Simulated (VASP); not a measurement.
Calculation: LDA (Ceperley-Alder, Perdew-Zunger), VASP's LDA PAW potentials (set 64) (plane waves; VASP).

VASP input:

File KPOINTS:
```
Automatic mesh
0
Gamma
7 7 7
0 0 0
```

File POSCAR:
```
ZnTe
1
    0.0000000000     3.0500000000     3.0500000000
    3.0500000000     0.0000000000     3.0500000000
    3.0500000000     3.0500000000     0.0000000000
Zn Te
1 1
Direct
  0.0000000000   0.0000000000   0.0000000000
  0.2500000000   0.2500000000   0.2500000000
```

INCAR:
```
! general
SYSTEM  = ZnTe
PREC    = Accurate
ENCUT   = 520
LREAL   = .FALSE.
LASPH   = .TRUE.

! electronic loop
EDIFF   = 1E-6
NELM    = 100
ALGO    = Normal
LMAXMIX = 4

! smearing
ISMEAR  = 0
SIGMA   = 0.05

! ions
IBRION  = 2
NSW     = 60
ISIF    = 3
EDIFFG  = -0.01

! output
LWAVE   = .FALSE.
LCHARG  = .FALSE.
```

POTCAR, in this order: Zn Te (LDA.64 set). Program: vasp_std.

Output of the run:

### OSZICAR
```
       N       E                     dE             d eps       ncg     rms          rms(c)
DAV:   1     0.778015703135E+02    0.77802E+02   -0.86488E+03   520   0.148E+03
DAV:   2    -0.208460121721E+01   -0.79886E+02   -0.76339E+02   555   0.256E+02
DAV:   3    -0.658940089963E+01   -0.45048E+01   -0.44905E+01   665   0.622E+01
DAV:   4    -0.665594023550E+01   -0.66539E-01   -0.66531E-01   672   0.749E+00
DAV:   5    -0.665672921041E+01   -0.78897E-03   -0.78897E-03   650   0.592E-01    0.488E+00
DAV:   6    -0.647542957730E+01    0.18130E+00   -0.62816E-01   625   0.234E+01    0.380E+00
DAV:   7    -0.645744601612E+01    0.17984E-01   -0.11631E-01   590   0.421E+00    0.148E+00
DAV:   8    -0.645367619667E+01    0.37698E-02   -0.40118E-03   760   0.710E-01    0.334E-01
DAV:   9    -0.645332119564E+01    0.35500E-03   -0.76313E-04   633   0.356E-01    0.106E-01
DAV:  10    -0.645332148507E+01   -0.28943E-06   -0.10710E-04   598   0.121E-01    0.504E-02
DAV:  11    -0.645332606362E+01   -0.45786E-05   -0.98091E-06   616   0.254E-02    0.844E-03
DAV:  12    -0.645332585599E+01    0.20763E-06   -0.49793E-07   310   0.632E-03
   1 F= -.64533259E+01 E0= -.64533259E+01  d E =-.645333E+01
       N       E                     dE             d eps       ncg     rms          rms(c)
DAV:   1    -0.726401869286E+01   -0.81069E+00   -0.96050E+00   625   0.587E+01    0.645E+00
DAV:   2    -0.658852743491E+01    0.67549E+00   -0.36701E+00   610   0.619E+01    0.216E+00
DAV:   3    -0.650049445885E+01    0.88033E-01   -0.19292E-01   610   0.950E+00    0.112E+00
DAV:   4    -0.647454372100E+01    0.25951E-01   -0.40397E-02   580   0.166E+00    0.444E-01
DAV:   5    -0.647312080643E+01    0.14229E-02   -0.18131E-03   684   0.647E-01    0.348E-01
DAV:   6    -0.647209954453E+01    0.10213E-02   -0.94985E-04   793   0.539E-01    0.593E-02
DAV:   7    -0.647208877811E+01    0.10766E-04   -0.26650E-04   718   0.226E-01    0.358E-02
DAV:   8    -0.647209086188E+01   -0.20838E-05   -0.38136E-05   525   0.615E-02    0.664E-03
DAV:   9    -0.647209082735E+01    0.34524E-07   -0.62520E-07   295   0.863E-03
   2 F= -.64720908E+01 E0= -.64720908E+01  d E =-.187650E-01
       N       E                     dE             d eps       ncg     rms          rms(c)
DAV:   1    -0.651211070874E+01   -0.40020E-01   -0.50210E-01   625   0.147E+01    0.139E+00
DAV:   2    -0.647945647725E+01    0.32654E-01   -0.12746E-01   615   0.912E+00    0.490E-01
DAV:   3    -0.647527137900E+01    0.41851E-02   -0.35858E-03   545   0.659E-01    0.245E-01
DAV:   4    -0.647401470958E+01    0.12567E-02   -0.98285E-04   590   0.302E-01    0.923E-02
DAV:   5    -0.647395401997E+01    0.60690E-04   -0.84182E-05   656   0.105E-01    0.621E-02
DAV:   6    -0.647393080503E+01    0.23215E-04   -0.34326E-05   570   0.776E-02    0.992E-03
DAV:   7    -0.647393058388E+01    0.22115E-06   -0.35051E-06   475   0.406E-02
   3 F= -.64739306E+01 E0= -.64739306E+01  d E =-.206047E-01
```

### OUTCAR
```
------------------------ aborting loop because EDIFF is reached ----------------------------------------
  FORCE on cell =-STRESS in cart. coord.  units (eV):
  Direction    XX          YY          ZZ          XY          YZ          ZX
  --------------------------------------------------------------------------------------
  Total       -0.0117317     -0.0117317     -0.0117317      0.0000000      0.0000000     -0.0000000
  in kB       -0.3474666     -0.3474666     -0.3474666      0.0000000      0.0000000     -0.0000000
  external PRESSURE =      -0.3474666 kB  Pullay stress =       0.0000000 kB
  volume of cell :       54.10
      direct lattice vectors                 reciprocal lattice vectors
     0.000000000  3.001760873  3.001760873    -0.166568898  0.166568898  0.166568898
     3.001760873  0.000000000  3.001760873     0.166568898 -0.166568898  0.166568898
     3.001760873  3.001760873  0.000000000     0.166568898  0.166568898 -0.166568898
 POSITION                                       TOTAL-FORCE (eV/Angst)
 -----------------------------------------------------------------------------------
      0.00000      0.00000      0.00000         0.000000      0.000000      0.000000
      1.50088      1.50088      1.50088        -0.000000     -0.000000     -0.000000
 -----------------------------------------------------------------------------------
    total drift:                                0.000001      0.000001      0.000001
  FREE ENERGIE OF THE ION-ELECTRON SYSTEM (eV)
  ---------------------------------------------------
  free  energy   TOTEN  =        -6.4739305839 eV

  energy  without entropy=       -6.4739305839  energy(sigma->0) =       -6.47393058

 reached required accuracy - stopping structural energy minimisation
```
(Selected blocks of OUTCAR.)

CONTCAR:
```
ZnTe
   1.00000000000000
     0.0000000000000000    3.0017608733800523    3.0017608733800523
     3.0017608733800523    0.0000000000000000    3.0017608733800523
     3.0017608733800523    3.0017608733800523    0.0000000000000000
  Zn              Te
     1     1
Direct
     0.0000000000000000    0.0000000000000000    0.0000000000000000
     0.2500000000000000    0.2500000000000000    0.2500000000000000
```

### OUTCAR
```
 val. band max:        3.5201497887   @ k =   0.0000   0.0000   0.0000

 cond. band min:       4.8175308446   @ k =   0.0000   0.0000   0.0000


 Fermi energy:         3.7787136134

 k-point     1 :       0.0000    0.0000    0.0000
  band No.  band energies     occupation
      1      -8.6342      2.00000
      2      -3.7007      2.00000
      3      -3.7007      2.00000
      4      -3.7007      2.00000
      5      -3.4465      2.00000
      6      -3.4465      2.00000
      7       3.5201      2.00000
      8       3.5201      2.00000
      9       3.5201      2.00000
     10       4.8175      0.00000
     11       7.8012      0.00000
     12       7.8012      0.00000
     13       7.8012      0.00000

 k-point     2 :       0.1429    0.0000    0.0000
  band No.  band energies     occupation
      1      -8.4843      2.00000
      2      -3.6878      2.00000
      3      -3.6870      2.00000
      4      -3.6870      2.00000
      5      -3.4482      2.00000
      6      -3.4482      2.00000
      7       1.8120      2.00000
      8       3.2860      2.00000
      9       3.2860      2.00000
     10       5.6835      0.00000
     11       8.1402      0.00000
     12       8.1439      0.00000
     13       8.1439      0.00000

 k-point     3 :       0.2857    0.0000    0.0000
  band No.  band energies     occupation
      1      -8.1038      2.00000
      2      -3.6596      2.00000
      3      -3.6596      2.00000
      4      -3.6050      2.00000
      5      -3.4477      2.00000
      6      -3.4477      2.00000
      7      -0.2573      2.00000
      8       2.8600      2.00000
      9       2.8600      2.00000
     10       5.5203      0.00000
     11       8.5309      0.00000
     12       8.5309      0.00000
     13       9.9583      0.00000

 k-point     4 :       0.4286    0.0000    0.0000
  band No.  band energies     occupation
      1      -7.7380      2.00000
      2      -3.6425      2.00000
      3      -3.6425      2.00000
...
```

Energy and stress use the plane-wave basis of the starting cell. Unless said otherwise, spin-orbit coupling is left out, though it shifts the bands of the heavy elements here.

The compound is ZnTe in the zinc blende structure. This run relaxes it. Symmetry was kept, so distortions that lower it aren't found.
